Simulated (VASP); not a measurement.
# How a change of volume changes InP (F-43m), part 2 of 2

Strain engineering needs slopes: what does a change of volume do to the lattice and the band edges of InP?

VASP 6.6.1, plane waves and PAW; the level of theory is named at each step.

So far. Step 5 (Band edges, r2SCAN): The run ends at a pressure of 3.95 GPa.

### Step 6. Band edges, HSE06

Short lines in KPOINTS_OPT sample the zone centre, for masses, and the other valleys.

Level: HSE06; plane waves and PAW (In_d, P).

File INCAR:

```
SYSTEM = InP
PREC = Accurate
ENCUT = 450
EDIFF = 1E-06
NELM = 100
ISMEAR = 0
SIGMA = 0.02
LREAL = .FALSE.
ALGO = Normal
LHFCALC = .TRUE.
AEXX = 0.25
GGA = PE
HFSCREEN = 0.2
LASPH = .TRUE.
NBANDS = 14
PRECFOCK = Fast
LWAVE = .FALSE.
LCHARG = .FALSE.
KPAR = 4
```

File POSCAR:

```
InP
1.0
    0.0000000000      2.8996558209      2.8996558209
    2.8996558209      0.0000000000      2.8996558209
    2.8996558209      2.8996558209      0.0000000000
In P
1 1
Direct
    0.0000000000      0.0000000000      0.0000000000
    0.2500000000      0.2500000000      0.2500000000
```

File KPOINTS:

```
Automatic mesh
0
Gamma
5 5 5
0 0 0
```

File KPOINTS_OPT:

```
Line mode
6
Line-mode
Reciprocal
  0.00000000   0.00000000   0.00000000
  0.02307473   0.02307473   0.00000000

  0.00000000   0.00000000   0.00000000
  0.00000000  -0.02307473  -0.02307473

  0.31000000   0.31000000   0.00000000
  0.50000000   0.50000000   0.00000000

  0.00000000   0.31000000   0.31000000
  0.00000000   0.50000000   0.50000000

  0.45000000   0.45000000   0.45000000
  0.50000000   0.50000000   0.50000000

  0.45000000   0.00000000   0.00000000
  0.50000000   0.00000000   0.00000000

  0.42500000   0.42500000   0.00000000
  0.42500000   0.44807473   0.02307473

  0.50000000   0.50000000   0.50000000
  0.48368370   0.51631630   0.50000000
```

Potentials, in the order of the species: In_d and P (LDA family, release 64).

The run is started by

```bash
mpirun -np 4 vasp_std
```

What it wrote:

```text
[banner, memory and clock lines left out]
running    4 mpi-ranks, on    1 nodes
[...]
[... a notice as in an earlier step ...]

 LDA part: xc-table for (Slater+PW92), standard interpolation
 found WAVECAR, reading the header
 POSCAR, INCAR and KPOINTS ok, starting setup
[...]
reading WAVECAR
 the WAVECAR file was read successfully
 initial charge from wavefunction
 entering main loop
       N       E                     dE             d eps       ncg     rms          rms(c)
DAV:   1    -0.100079417298E+02   -0.10008E+02   -0.10903E+00   348   0.187E+01    0.397E+00
DAV:   2    -0.100124034834E+02   -0.44618E-02   -0.83337E-02   374   0.338E+00    0.493E+00
DAV:   3    -0.100082874125E+02    0.41161E-02   -0.79789E-03   412   0.154E+00    0.343E+00
DAV:   4    -0.100073761762E+02    0.91124E-03   -0.15739E-03   382   0.570E-01    0.219E+00
[...]
DAV:   8    -0.100071375969E+02    0.60800E-05   -0.32164E-06   310   0.198E-02    0.295E-01
DAV:   9    -0.100071357826E+02    0.18142E-05   -0.10769E-06   218   0.102E-02    0.177E-01
DAV:  10    -0.100071357158E+02    0.66835E-07   -0.61364E-07   188   0.739E-03
   1 F= -.10007136E+02 E0= -.10007136E+02  d E =-.110181E-19
 Start KPOINTS_OPT (optional k-point list driver)
k-point batch [1-10\48]
       N       E                     dE             ncg
DAV:   1     0.577566250269E+03    0.11329E+03      280
DAV:   2    -0.785296605085E+03   -0.13629E+04      280
DAV:   3    -0.914670139164E+03   -0.12937E+03      346
DAV:   4    -0.922018823102E+03   -0.73487E+01      362
DAV:   5    -0.922180525482E+03   -0.16170E+00      432
DAV:   6    -0.922186545132E+03   -0.60197E-02      448
DAV:   7    -0.922186632516E+03   -0.87384E-04      432
DAV:   8    -0.922186633915E+03   -0.13992E-05      338
DAV:   9    -0.922186634022E+03   -0.10684E-06      320
[...]
k-point batch [41-48\48]
       N       E                     dE             ncg
DAV:   1     0.135453965982E+04   -0.41240E+04      224
DAV:   2     0.311312836641E+03   -0.10432E+04      230
DAV:   3     0.233326864563E+03   -0.77986E+02      284
DAV:   4     0.230550414477E+03   -0.27765E+01      330
DAV:   5     0.230492304643E+03   -0.58110E-01      344
DAV:   6     0.230491369888E+03   -0.93475E-03      360
DAV:   7     0.230491351669E+03   -0.18219E-04      338
DAV:   8     0.230491351473E+03   -0.19586E-06      250
```

Run time: 6.8 min. Hardware: 4 MPI ranks of AMD EPYC 7R43, shared host; peak memory 0.98 GiB.

Parts of OUTCAR (step 6):

```text
 POSITION                                       TOTAL-FORCE (eV/Angst)
 -----------------------------------------------------------------------------------
      0.00000      0.00000      0.00000        -0.000000     -0.000000      0.000000
      1.44983      1.44983      1.44983         0.000000      0.000000     -0.000000
 -----------------------------------------------------------------------------------
    total drift:                                0.000053      0.000055      0.000034

  FREE ENERGIE OF THE ION-ELECTRON SYSTEM (eV)
  ---------------------------------------------------
  free  energy   TOTEN  =       -10.0071357158 eV

  energy  without entropy=      -10.0071357158  energy(sigma->0) =      -10.00713572

[... 1 part as in an earlier step ...]

[... 2 further parts left out ...]
[key lines of the parts left out:]
E-fermi :   5.2883
```

This run gave:

* energy(sigma→0) of the program: -10.0071 eV

### Step 7. The whole series

Hybrid runs start from orbitals of a short LDA run, not shown.

Runs beyond LDA use the data sets made with LDA; this shifts their levels slightly, and their total energies have another zero (at TB-mBJ, which has no energy functional, they mean nothing).

The other members went through these steps as far as the tables show, with the same cutoff and, step by step, the same mesh; 42 runs are not shown. The session took 6.5 core hours (wall time by ranks) on a shared machine.

```csv
volume over the relaxed volume,volume (Å³/atom),pressure (GPa),energy above the unstrained row (meV/atom),"gap on the mesh, LDA (eV)"
0.940,23.267,5.055,22.373,0.933
0.955,23.638,3.623,12.255,0.849
0.970,24.009,2.308,5.325,0.765
0.985,24.380,1.098,1.321,0.683
1,24.752,-0.014,0.000,0.601
1.015,25.123,-1.038,1.168,0.520
1.030,25.494,-1.979,4.616,0.441
1.045,25.865,-2.842,10.157,0.362
1.060,26.237,-3.632,17.613,0.285
```

A cubic of the pressure in ln(V/V₀) through all rows has the slope −B at V₀: B = 71 GPa, and its curvature gives B′ = 4.6.

Band edges at TB-mBJ with spin-orbit coupling, counted from the valence-band top at Γ, spin-orbit pairs averaged:

```
volume over the relaxed volume  gap (eV)  conduction band at Γ (eV)  Δ or X valley along z (eV)  lowest conduction level at L, [111] (eV)  second valence level below the top (eV)  third valence level below the top (eV)
                         0.940     2.055                      2.055                       2.313                                     2.467                                    0.000                                   0.087
                         0.955     1.972                      1.972                       2.346                                     2.431                                    0.000                                   0.087
                         0.970     1.890                      1.890                       2.378                                     2.395                                    0.000                                   0.087
                         0.985     1.808                      1.808                       2.409                                     2.359                                    0.000                                   0.087
                             1     1.726                      1.726                       2.437                                     2.323                                    0.000                                   0.087
                         1.015     1.645                      1.645                       2.465                                     2.287                                    0.000                                   0.087
                         1.030     1.565                      1.565                       2.492                                     2.250                                    0.000                                   0.087
                         1.045     1.484                      1.484                       2.517                                     2.214                                    0.000                                   0.087
                         1.060     1.405                      1.405                       2.540                                     2.177                                    0.000                                   0.087
```

Conduction masses, in electron masses (the axis is [001]):

```
volume over the relaxed volume  conduction mass at Γ, along the strain axis or the normal of the plane  L [111] mass, longitudinal  L [111] mass, transverse along [1-10]
                         0.940                                                                   0.146                       2.113                                  0.176
                         0.955                                                                   0.141                       2.125                                  0.176
                         0.970                                                                   0.136                       2.141                                  0.176
                         0.985                                                                   0.132                       2.108                                  0.175
                             1                                                                   0.128                       2.139                                  0.176
                         1.015                                                                   0.123                       2.100                                  0.175
                         1.030                                                                   0.118                       2.117                                  0.175
                         1.045                                                                   0.114                       2.160                                  0.175
                         1.060                                                                   0.109                       2.164                                  0.174
```

Band edges at r2SCAN, counted from the valence-band top at Γ:

```csv
volume over the relaxed volume,gap (eV),conduction band at Γ (eV),Δ or X valley along z (eV),"lowest conduction level at L, [111] (eV)",second valence level below the top (eV),third valence level below the top (eV)
0.940,1.619,1.619,1.863,2.066,0.000,0.000
0.955,1.528,1.529,1.893,2.026,0.000,0.000
0.970,1.438,1.438,1.922,1.985,0.000,0.000
0.985,1.350,1.350,1.950,1.946,0.000,0.000
1,1.262,1.262,1.976,1.907,0.000,0.000
1.015,1.175,1.175,2.001,1.867,0.000,0.000
1.030,1.089,1.089,2.025,1.827,0.000,0.000
1.045,1.004,1.004,2.047,1.789,0.000,0.000
1.060,0.920,0.920,2.069,1.750,0.000,0.000
```

Conduction masses, in electron masses (the axis is [001]):

| volume over the relaxed volume | conduction mass at Γ, along the strain axis or the normal of the plane | L [111] mass, longitudinal | L [111] mass, transverse along [1-10] |
| --- | --- | --- | --- |
| 0.940 | 0.107 | 2.107 | 0.150 |
| 0.955 | 0.103 | 2.081 | 0.149 |
| 0.970 | 0.098 | 2.068 | 0.148 |
| 0.985 | 0.093 | 2.072 | 0.148 |
| 1 | 0.087 | 2.061 | 0.147 |
| 1.015 | 0.083 | 2.077 | 0.146 |
| 1.030 | 0.077 | 2.066 | 0.145 |
| 1.045 | 0.072 | 2.038 | 0.144 |
| 1.060 | 0.067 | 2.045 | 0.144 |

Band edges at HSE06, counted from the valence-band top at Γ, with one row partly withheld:

```
volume over the relaxed volume  gap (eV)  conduction band at Γ (eV)  Δ or X valley along z (eV)  lowest conduction level at L, [111] (eV)  second valence level below the top (eV)  third valence level below the top (eV)
                         0.940     1.990                      1.991                       2.239                                     2.492                                    0.000                                   0.000
                         0.955     1.897                      1.897                       2.270                                     2.450                                    0.000                                   0.000
                         0.970     1.804                      1.804                       2.299                                     2.408                                    0.000                                   0.000
                         0.985     1.712                      1.712                       2.327                                     2.365                                    0.000                                   0.000
                             1     1.620                      1.621                       2.353                                     2.323                                    0.000                                   0.000
                         1.015     1.530                      1.530                       2.378                                     2.281                                    0.000                                   0.000
                         1.030         ?                          ?                       2.402                                     2.239                                    0.000                                   0.000
                         1.045     1.351                      1.351                       2.425                                     2.197                                    0.000                                   0.000
                         1.060     1.262                      1.262                       2.446                                     2.156                                    0.000                                   0.000
```

Conduction masses, in electron masses (the axis is [001]):

```
volume over the relaxed volume  conduction mass at Γ, along the strain axis or the normal of the plane  L [111] mass, longitudinal  L [111] mass, transverse along [1-10]
                         0.940                                                                   0.112                       2.038                                  0.148
                         0.955                                                                   0.107                       1.980                                  0.147
                         0.970                                                                   0.103                       2.004                                  0.147
                         0.985                                                                   0.099                       1.973                                  0.146
                             1                                                                   0.094                       1.984                                  0.145
                         1.015                                                                   0.090                       1.998                                  0.145
                         1.030                                                                   0.085                       1.973                                  0.144
                         1.045                                                                   0.081                       2.013                                  0.144
                         1.060                                                                   0.076                       1.970                                  0.143
```

### Step 8. Working out the slope

The quantity to fit is the conduction level at Γ above the mean of the three top valence levels at HSE06: 1.991, 1.897, 1.804, 1.712, 1.621, 1.530, 1.351, 1.262 eV in the rows shown.

A least-squares parabola through the 8 rows shown, with u the logarithm of the volume ratio: E = − 1.383 u² − 6.068 u + 1.621 (eV), r.m.s. residual 1.5e-4 eV.

For the withheld row, u = 0.02956, the fit gives 1.4400 eV.

### Step 9. Prediction against calculation

The calculation gives 1.4398 eV, so the prediction is 0.0002 eV too high.

### Step 10. Outcome

```json
{"bulk modulus": "71 GPa", "gap of the unstrained cell, TB-mBJ with spin-orbit coupling": "1.73 eV", "gap of the unstrained cell, r2SCAN": "1.26 eV", "gap of the unstrained cell, HSE06": "1.62 eV", "dE/d ln V of the conduction level at Γ above the mean of the three top valence levels, HSE06": "-6.07 eV", "error of the predicted row": "0.2 meV"}
```

At TB-mBJ with spin-orbit coupling the lowest conduction valley is Γ throughout, and the gap runs between 1.41 and 2.05 eV. At r2SCAN the lowest conduction valley is Γ throughout, and the gap runs between 0.92 and 1.62 eV. At HSE06 the lowest conduction valley is Γ throughout, and the gap runs between 1.26 and 1.99 eV. Hole masses are left out throughout, since the top bands are degenerate or cross in many series; of conduction masses, those of the Γ, L and (for Si and Ge under (001) strain) Δ valleys are kept where they change by under an eighth between rows. TB-mBJ is a potential fitted for gaps; it has no energy functional, so its total energies and forces mean nothing, and its bands tend to come out too narrow. r2SCAN opens gaps somewhat over GGA but leaves them below measured values as a rule. HSE06 ran on a coarser mesh than the semilocal levels. Spin-orbit coupling is left out at r2SCAN and HSE06, so the valence splittings there lack it. Δ or X levels are the lowest on their line, refined by a parabola unless they lie at X; the gap is read from all points sampled and can differ from the lowest valley by some meV, or by tens of meV where strain moves the valence top off Γ. Temperature, zero-point motion and excitons are left out.

[Lines on the potential files, build, host, timing and source positions are cut from VASP's logs without a mark.]

[Logs are printed without paths, hosts, clocks, repeated set-up lines and the standing remarks that a program may print on its own settings, such as how far it seeks lower states.]

[Hosts, paths, dates, database ids (printed as entryN), source tags and the programs' standing remarks are cut or masked in the printed files.]

[In band tables of VASP the shares of atoms and orbitals are scaled to a sum of 1 inside the atoms' spheres.]
